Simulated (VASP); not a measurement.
# AlN (Fm-3m) in VASP: single point with r2SCAN

Aim: the single point of AlN with r2SCAN.

All numbers are computed with VASP 6.6.1; they aren't measurements. Logs are shortened: lines on timing, memory, paths and dates and some standing lists are left out, and cuts for length are marked.

## 1. Starting point

It takes space group Fm-3m (No. 225, cubic). The conventional cell has a = 4.069 Å, b = 4.069 Å, c = 4.069 Å, α = 90.00°, β = 90.00°, γ = 90.00°. Al (site symmetry m-3m) is surrounded by 6 N at 2.03 Å. N (site symmetry m-3m) has 6 Al at 2.03 Å as nearest neighbours.

Measurements of this composition are mostly on another form, of space group No. 186.

## 2. Single point, r2SCAN

The input, POSCAR:

```
AlN
1.0
    0.0000000000      2.0345180000      2.0345180000
    2.0345180000      0.0000000000      2.0345180000
    2.0345180000      2.0345180000      0.0000000000
Al N
1 1
Direct
    0.5000000000      0.5000000000      0.5000000000
    0.0000000000      0.0000000000      0.0000000000
```

The input, INCAR.step1:

```
SYSTEM = AlN
  ALGO = Normal
  EDIFF = 1E-4
  ENCUT = 520
  GGA = PE
  ISMEAR = 0
  LASPH = .TRUE.
  LCHARG = .FALSE.
  LREAL = .FALSE.
  LWAVE = .TRUE.
  NBANDS = 11
  NELM = 100
  PREC = Accurate
  SIGMA = 0.1
```

The input, INCAR.step2:

```
SYSTEM = AlN
  ALGO = Normal
  EDIFF = 1E-6
  ENCUT = 520
  ISIF = 2
  ISMEAR = 0
  ISTART = 1
  LASPH = .TRUE.
  LCHARG = .FALSE.
  LMIXTAU = .TRUE.
  LREAL = .FALSE.
  LWAVE = .FALSE.
  METAGGA = R2SCAN
  NBANDS = 11
  NELM = 100
  PREC = Accurate
  SIGMA = 0.1
```

The input, KPOINTS:

```
k-points
0
G
  8 8 8
  0 0 0
```

Potentials or basis: VASP PAW PBE potentials, release 64 (Al, N).

Started as:

```bash
$ cat potpaw_PBE.64/Al/POTCAR potpaw_PBE.64/N/POTCAR > POTCAR
$ cp INCAR.step1 INCAR
$ mpirun -np 1 vasp_std > vasp.out
$ cp INCAR.step2 INCAR
$ mpirun -np 1 vasp_std > vasp.out
```

OUTCAR:

```text
SYSTEM = AlN
   EDIFF = 1E-6
   ENCUT = 520
   ISIF = 2
   ISMEAR = 0
   ISTART = 1
   LASPH = .TRUE.
   LREAL = .FALSE.
   METAGGA = R2SCAN
   NELM = 100
   PREC = Accurate

 ion  position               nearest neighbor table
   1  0.500  0.500  0.500-   2 2.03   2 2.03   2 2.03   2 2.03   2 2.03   2 2.03
   2  0.000  0.000  0.000-   1 2.03   1 2.03   1 2.03   1 2.03   1 2.03   1 2.03

  LATTYP: Found a face centered cubic cell.
 ALAT       =     4.0690360000

  Lattice vectors:

 A1 = (   0.0000000000,   2.0345180000,   2.0345180000)
 A2 = (   2.0345180000,   0.0000000000,   2.0345180000)
 A3 = (   2.0345180000,   2.0345180000,   0.0000000000)

Analysis of symmetry for initial positions (statically):
=====================================================================
 Subroutine PRICEL returns:
 Original cell was already a primitive cell.

 Routine SETGRP: Setting up the symmetry group for a
 face centered cubic supercell.

 Subroutine GETGRP returns: Found 48 space group operations
 (whereof 48 operations were pure point group operations)
 out of a pool of 48 trial point group operations.

The static configuration has the point symmetry O_h .

Analysis of symmetry for dynamics (positions and initial velocities):
=====================================================================
 Subroutine PRICEL returns:
 Original cell was already a primitive cell.

 Routine SETGRP: Setting up the symmetry group for a
 face centered cubic supercell.

 Subroutine GETGRP returns: Found 48 space group operations
 (whereof 48 operations were pure point group operations)
 out of a pool of 48 trial point group operations.

The dynamic configuration has the point symmetry O_h .

 Subroutine INISYM returns: Found 48 space group operations
 (whereof 48 operations are pure point group operations),
 and found     1 'primitive' translations

----------------------------------------------------------------------------------------

                                     Primitive cell

  volume of cell :      16.8428

  direct lattice vectors                    reciprocal lattice vectors
     0.000000000  2.034518000  2.034518000    -0.245758455  0.245758455  0.245758455
     2.034518000  0.000000000  2.034518000     0.245758455 -0.245758455  0.245758455
     2.034518000  2.034518000  0.000000000     0.245758455  0.245758455 -0.245758455

  length of vectors
     2.877242948  2.877242948  2.877242948     0.425666130  0.425666130  0.425666130

  position of ions in fractional coordinates (direct lattice)
     0.500000000  0.500000000  0.500000000
     0.000000000  0.000000000  0.000000000

[... 88 lines left out ...]
   NUPDOWN=      -1.0000    fix difference up-down
   EMIN   =  10.00;   EMAX   =-10.00  energy-range for DOS
   EFERMI =   0.00;   METHOD = LEGACY
   ISMEAR =     0;   SIGMA  =   0.10  broadening in eV -4-tet -1-fermi 0-gaus
   EFERMI_NEDOS =   21; number of points for ismear=-14 and -15
   IALGO  =     38    algorithm
   IMIX   =      4    mixing-type and parameters
     AMIX     =   0.40;   BMIX     =  1.00
     AMIX_MAG =   1.60;   BMIX_MAG =  1.00
  volume/ion in A,a.u.               =       8.42        56.83
  Fermi-wavevector in a.u.,A,eV,Ry     =   1.277321  2.413786 22.198561  1.631548
  Thomas-Fermi vector in A             =   2.409927
   LORBIT       =      0    0 simple, 1 ext, 2 COOP (PROOUT), +10 PAW based schemes
   METAGGA = R2SCAN    functional components
   LHFCALC =     F    Hartree Fock is set to
   AEXX    =    0.0000 exact exchange contribution
   IVDW    =     0    specifies the selected vdW correction
   LEPSILON=     F    determine dielectric tensor
   LRPA    =     F    only Hartree local field effects (RPA)
 non-spin polarized calculation
 Gauss-broadening in eV      SIGMA  =   0.10
  energy-cutoff  :      520.00
  volume of cell :       16.84
 maximum number of plane-waves:       469
 NGX is ok and might be reduce to    24
   NGX = 11   NGY = 11   NGZ = 11

 number of electron       7.9999999 magnetization

 Free energy of the ion-electron system (eV)
  ---------------------------------------------------
  ext. energy  EPLUGINS =         0.00000000
  ---------------------------------------------------
  free energy    TOTEN  =       -18.88764986 eV

  energy without entropy =      -18.88764986  energy(sigma->0) =      -18.88764986

 E-fermi :  10.0450     XC(G=0): -12.7837

 val. band max:        9.5314064746   @ k =   0.0000   0.0000   0.0000
 cond. band min:      14.8240655331   @ k =   0.5000   0.5000   0.0000
 fundamental gap:      5.2926590584
 Fermi energy:        10.0450267875

 k-point     1 :       0.0000    0.0000    0.0000
  band No.  band energies     occupation
      1      -8.6958      2.00000
      2       9.5314      2.00000
      3       9.5314      2.00000
      4       9.5314      2.00000
      5      15.7643      0.00000
      6      22.3774      0.00000
      7      22.3774      0.00000
      8      22.3774      0.00000
      9      27.9592      0.00000
     10      27.9592      0.00000
     11      28.1136      0.00000
[... 309 lines left out ...]
 k-point    24 :      -0.3750    0.2500    0.1250
  band No.  band energies     occupation
      1      -5.0491      2.00000
      2       2.1012      2.00000
      3       5.8052      2.00000
      4       7.5214      2.00000
      5      18.6727      0.00000
      6      18.8559      0.00000
      7      22.7886      0.00000
      8      23.1612      0.00000
      9      28.6132      0.00000
     10      29.6928      0.00000
     11      33.1407      0.00000

 [... further k-points ...]

------------------------ aborting loop because EDIFF is reached ----------------------------------------

  FORCE on cell =-STRESS in cart. coord.  units (eV):
  Direction    XX          YY          ZZ          XY          YZ          ZX
  --------------------------------------------------------------------------------------
  -------------------------------------------------------------------------------------
  Total       -0.7227044     -0.7227044     -0.7227044     -0.0000000     -0.0000000     -0.0000000
  in kB      -68.7474606    -68.7474606    -68.7474606     -0.0000000     -0.0000000     -0.0000000
  external PRESSURE =     -68.7474606 kB  Pullay stress =       0.0000000 kB

 VOLUME and BASIS-vectors are now :
 -----------------------------------------------------------------------------
  energy-cutoff  :      520.00
  volume of cell :       16.84
      direct lattice vectors                 reciprocal lattice vectors
     0.000000000  2.034518000  2.034518000    -0.245758455  0.245758455  0.245758455
     2.034518000  0.000000000  2.034518000     0.245758455 -0.245758455  0.245758455
     2.034518000  2.034518000  0.000000000     0.245758455  0.245758455 -0.245758455

 POSITION                                       TOTAL-FORCE (eV/Angst)
 -----------------------------------------------------------------------------------
      2.03452      2.03452      2.03452         0.000000     -0.000000      0.000000
      0.00000      0.00000      0.00000        -0.000000      0.000000     -0.000000
 -----------------------------------------------------------------------------------
    total drift:                                0.000000     -0.000000     -0.000000

  FREE ENERGIE OF THE ION-ELECTRON SYSTEM (eV)
  ---------------------------------------------------
  free  energy   TOTEN  =       -18.8876498601 eV

  energy  without entropy=      -18.8876498601  energy(sigma->0) =      -18.88764986
```

OSZICAR.step1:

```text
N       E                     dE             d eps       ncg     rms          rms(c)
DAV:   1     0.715009178391E+01    0.71501E+01   -0.39113E+03   670   0.664E+02
DAV:   2    -0.155816978292E+02   -0.22732E+02   -0.21931E+02   780   0.124E+02
DAV:   3    -0.162718884223E+02   -0.69019E+00   -0.68826E+00   778   0.186E+01
DAV:   4    -0.162741131284E+02   -0.22247E-02   -0.22246E-02   710   0.117E+00
DAV:   5    -0.162741303985E+02   -0.17270E-04   -0.17270E-04   763   0.106E-01    0.753E+00
DAV:   6    -0.145641523505E+02    0.17100E+01   -0.75639E+00   695   0.145E+01    0.264E+00
DAV:   7    -0.145515371966E+02    0.12615E-01   -0.17161E-01   707   0.306E+00    0.176E+00
DAV:   8    -0.145458332226E+02    0.57040E-02   -0.16236E-02   680   0.111E+00    0.336E-01
DAV:   9    -0.145454686418E+02    0.36458E-03   -0.15296E-03   737   0.232E-01    0.149E-01
DAV:  10    -0.145455286388E+02   -0.59997E-04   -0.13604E-04   413   0.873E-02
   1 F= -.14545529E+02 E0= -.14545529E+02  d E =-.108949E-13
```

It took 14 s on 1 thread of Intel Xeon 6975P-C (Granite Rapids), shared host; peak memory 0.13 GiB.

What came out:

```yaml
Free_energy: -18.8876 eV
Pressure: -6.9 GPa
Band_gap_on_the_k_mesh: 5.29 eV, indirect (least direct gap 6.23 eV)
```

Levels at points of the mesh, in eV from the valence-band top:
| k point | band 1 | band 2 | band 3 | band 4 | band 5 | band 6 | band 7 | band 8 | band 9 |
| --- | --- | --- | --- | --- | --- | --- | --- | --- | --- |
| (0.00, 0.00, 0.00) | -18.23 | 0.00 | 0.00 | 0.00 | 6.23 | 12.85 | 12.85 | 12.85 | 18.43 |
| (0.50, 0.00, 0.00) | -15.06 | -8.32 | -1.12 | -1.12 | 6.79 | 11.74 | 11.74 | 14.34 | 17.26 |
| (0.50, 0.50, 0.00) | -14.12 | -7.42 | -2.85 | -2.85 | 5.29 | 6.01 | 15.13 | 18.39 | 18.39 |

Caveat: the PAW data sets were made with another functional, which shifts forces and pressure a little. r2SCAN opens gaps a little over a GGA but as a rule still falls short of measured ones.
